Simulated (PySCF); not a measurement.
An unknown is described by computed data only.

Formula: C3H2N2.

| Item | Value |
| --- | --- |
| NMR, other nuclei | isotropic shieldings of nuclei other than C and H, by class: -40 (2 N) ppm [GIAO B97-2/pcSseg-2] |
| 13C NMR | chemical shifts (computed TMS as zero) by class: 114.7 (2 C), 8.5 (1 C) ppm [GIAO B97-2/pcSseg-2] |
| UV, strongest line | among the 10 lowest singlet transitions: S8 at 8.80 eV (141 nm, f = 0.020) [TDDFT CAM-B3LYP/aug-cc-pVTZ] |
| Triplet | lowest triplet excitation (Tamm–Dancoff): 6.36 eV [TDA CAM-B3LYP/aug-cc-pVTZ] |
| Dipole | 3.92 D [CAM-B3LYP/aug-cc-pVTZ] |
| 1H NMR | chemical shifts (computed TMS as zero) by class: 3.21 (2 H) ppm [GIAO B97-2/pcSseg-2] |
| Rotational structure | rotational constants A, B, C: 21.208, 2.962, 2.642 GHz [PBE0-D3(BJ)/def2-TZVP] |
| Polarisability | 42.5 au [CAM-B3LYP/aug-cc-pVTZ] |
| UV, first state | lowest singlet excitation: 7.58 eV (164 nm, f = 0.000) [TDDFT CAM-B3LYP/aug-cc-pVTZ] |
| Couplings | largest of the computed one-bond spin–spin couplings (means over like bonds): 13C–1H +144.8 (×2), 13C–13C +69.4 (×2), 15N–13C -17.9 (×2) Hz [B3LYP/pcJ-2] |

Electronic properties: PySCF, gas phase, density fitting. Levels stand in brackets. Geometry: PBE0-D3(BJ)/def2-TZVP; no solvent, vibrations or thermal averaging. NMR classes are plain means over equivalent atoms (diastereotopic ones count apart unless rotation or inversion swaps them), as if these changed places fast.

Question: What is the compound? Reason from the data.

Answer: Numbering: `[N:1]#[C:2][CH2:3][C:4]#[N:5]`. Its formula, C3H2N2, gives 4 degrees of unsaturation: 0 rings and 4 π bonds in the structure found. 3 carbons fall into 2 classes; from least to most shielded: nitrile carbon [C2/C4] (114.7 ppm, 2 C), sp3 carbon next to a nitrile [C3] (8.5 ppm). All hydrogens form one class (3.21 ppm): methylene hydrogen. The other shieldings belong to: -40 ppm, nitrile nitrogen [N1/N5]. The couplings run between: +144.8 Hz, sp3 carbon next to a nitrile [C3] and its hydrogen (with 1 like pair); +69.4 Hz, nitrile carbon [C2] and sp3 carbon next to a nitrile [C3] (with 1 like pair); -17.9 Hz, nitrile nitrogen [N1] and nitrile carbon [C2] (with 1 like pair). The optimised geometry has point group C2v and is an asymmetric top. Structure: malononitrile, `N#CCC#N`. The assignments are read from this structure; whether some other isomer fits the data as well wasn't checked.
